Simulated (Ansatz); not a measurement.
Relaxation of HfSi2 (ZrSi2-type structure), step by step

Computed with Ansatz (plane waves, PAW, 420 eV cutoff): PBE with spin–orbit coupling, two-component spinors, Γ-centred 8×8×8 mesh, 0.05 eV Gaussian smearing. The datasets are Ansatz's generated set soft_2.

The start was a prototype's sites filled with these elements; the Crystallography Open Database holds the compound in this structure.

```yaml
crystal:
  lattice:
    - [1.8232290681, -7.2460421587, 0.0]
    - [1.8232290681, 7.2460421587, 0.0]
    - [0.0, 0.0, 3.6407294003]
  atoms:
    - { symbol: Hf, position: [0.6054466877, 0.3945533123, 0.25] }
    - { symbol: Hf, position: [0.3945533123, 0.6054466877, 0.75] }
    - { symbol: Si, position: [0.9457439404, 0.0542560596, 0.25] }
    - { symbol: Si, position: [0.0542560596, 0.9457439404, 0.75] }
    - { symbol: Si, position: [0.2500769462, 0.7499230538, 0.25] }
    - { symbol: Si, position: [0.7499230538, 0.2500769462, 0.75] }
basis:
  ecutwfc: 420
  ecutrho_ratio: 4
kpoints:
  mp_grid: { grid: [8, 8, 8] }
hamiltonian:
  xc: pbe
scf:
  occupations: { method: gaussian, width: 0.05 }
output:
  forces: true
  stress: true
  eigenvalues: true
  populations: true
magnetization:
  noncollinear: true
  spin_orbit: true
relax:
  f_tol: 0.01
  max_steps: 40
  cell: { stress_tol: 0.1, fix: [volume] }
```

Launched as:
```sh
ansatz run input.yaml --threads 4 --pin off --max-ram 7168MiB --backend cpu --events-out ev --progress --plain --runs-dir out
```

Positions (Å) and forces (eV/Å) at the first step:

```xyz
6
Lattice="1.823 -7.246 0.000 1.823 7.246 0.000 0.000 0.000 3.641" Properties=species:S:1:pos:R:3:forces:R:3 pbc="T T T"
Hf    1.823   -1.528    0.910    0.000    0.066    0.000
Hf    1.823    1.528    2.731    0.000   -0.066    0.000
Si    1.823   -6.460    0.910    0.000    0.035    0.000
Si    1.823    6.460    2.731    0.000   -0.035    0.000
Si    1.823    3.622    0.910    0.000    0.007    0.000
Si    1.823   -3.622    2.731    0.000   -0.007    0.000
```

Task: Where does the relaxation end?

Result: After 5 further evaluations the energy is 0.2 meV/atom lower and the largest force component 0.003 eV/Å; space group Cmcm. The volume was held, and the pressure there is 2.7 GPa, so this isn't the equilibrium cell, whose volume is 16.4 against 16.0 Å³/atom here.
```xyz
6
Lattice="1.825 -7.223 0.000 1.825 7.223 0.000 0.000 0.000 3.649" Properties=species:S:1:pos:R:3 pbc="T T T"
Hf    1.825   -1.516    0.912
Hf    1.825    1.516    2.737
Si    1.825   -6.433    0.912
Si    1.825    6.433    2.737
Si    1.825    3.610    0.912
Si    1.825   -3.610    2.737
```

The course:

```tsv
step	E − E(end) (meV/atom)	largest force component (eV/Å)	P (GPa)	a (Å)	b (Å)	c (Å)	accepted
1	0.20	0.066	2.85	7.472	7.472	3.641	yes
2	0.19	0.116	2.59	7.444	7.444	3.653	yes
3	0.01	0.025	2.68	7.451	7.451	3.649	yes
4	0.02	0.025	2.64	7.453	7.453	3.648	no
5	0.00	0.003	2.65	7.450	7.450	3.649	yes
6	0.00	0.003	2.65	7.450	7.450	3.649	yes
```

Late in the path the plane-wave basis is renewed for the changed cell, which shifts energy and pressure at the same geometry (Pulay error), so rows before the renewal hold an offset.

Step 3 in full:

```xyz
6
Lattice="1.825 -7.224 0.000 1.825 7.224 0.000 0.000 0.000 3.649" Properties=species:S:1:pos:R:3:forces:R:3 pbc="T T T"
Hf    1.825   -1.517    0.912    0.000   -0.002    0.000
Hf    1.825    1.517    2.737    0.000    0.002    0.000
Si    1.825   -6.436    0.912    0.000    0.025    0.000
Si    1.825    6.436    2.737    0.000   -0.025    0.000
Si    1.825    3.611    0.912    0.000   -0.001    0.000
Si    1.825   -3.611    2.737    0.000    0.001    0.000
```

Cost: 3.4 min on 4 threads of AMD EPYC 7R43 64-Core Processor (Zen 3), on a shared host, peak memory 1.7 GiB.
